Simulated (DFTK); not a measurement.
Runs of DFTK 0.8.2 on Na. Symmetry: Im-3m, No. 229, cubic system. Conventional cell: a = 4.282 Å, b = 4.282 Å, c = 4.282 Å, α = 90.00°, β = 90.00°, γ = 90.00°. Na (site symmetry m-3m) has 8 Na at 3.71 Å as nearest neighbours. 

| task | level | potentials or basis | k mesh | cutoff (eV) | SCF solver | gap on the mesh (eV) | pressure (GPa) | V0 of scaled cells (Å³/atom) | B0 (GPa) |
| --- | --- | --- | --- | --- | --- | --- | --- | --- | --- |
| band structure | TASK | in-house norm-conserving set (r2SCAN, scalar relativistic) | 7 × 7 × 7 | 1252 | ScfAndersonSolver | none | 2.1 | - | - |
| equation of state | RPBE | dojo.nc.sr.pbe.v0_5.stringent.upf (PBE) | 6 × 6 × 6 | 1197 | - | - | - | (a) | 7 |
| band structure | PBEsol | SPMS 1.0 (PBE) | 9 × 9 × 9 | 816 | - | none | - | - | - |
| band structure | r2SCAN | SG15 1.2 (PBE) | 7 × 7 × 7 | 1225 | ScfAndersonSolver | none | -0.2 | - | - |
| equation of state | BLYP | dojo.nc.sr.pbe.v0_4_1.standard.upf (PBE) | 6 × 6 × 6 | 1197 | - | - | - | 37.76 | 7 |

Alike in all rows: no spin polarisation; cell as given; smearing fermi-dirac 0.05 eV.

Question: Estimate the missing entries.

Answer: (a) 40.10.

Caveats: the potentials were made for another functional, which shifts forces and pressure; the program warned that the kinetic-energy density falls under its von Weizsäcker bound, which can give unphysical results (some runs).

A gap of «none» marks a metal or a gap under the smearing width.

Runs at the PBE level aren't shown here.
